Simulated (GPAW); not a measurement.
The system is V.

```
V
1.0
     2.60429    0.00000    0.00000
    -1.30215    2.25538    0.00000
     0.00000    0.00000    4.72334
V
2
Direct
  0.33333 0.66667 0.25000
  0.66667 0.33333 0.75000
```

This isn't the form of V at room conditions, which is bcc.

Base run:

- Program: GPAW 26.7.0
- Functional: PBEsol
- Potentials or basis: PAW data sets generated in the run's folder for this functional
- Cutoff: 600 eV
- Basis: pw
- k mesh: 9 × 9 × 4
- Occupations: fermi-dirac, width 0.05 eV
- Spin: collinear spin, ferromagnetic start
- Starting moments: [2.0, 2.0] μB
- Hubbard terms: V d U = 2 eV

Its results: pressure -0.8 GPa; net moment 0.92 μB per cell.

Problem. After a change of settings the same cell gave: pressure -3.9 GPa; net moment 0.00 μB per cell. Which change was it?
A. hubbard terms from V d U = 2 eV to V d U = 1 eV
B. hubbard terms from V d U = 2 eV to V d U = 6 eV
C. hubbard terms from V d U = 2 eV to none

Solution. A.

Caveats: the U is typed as a test and isn't derived for this compound.
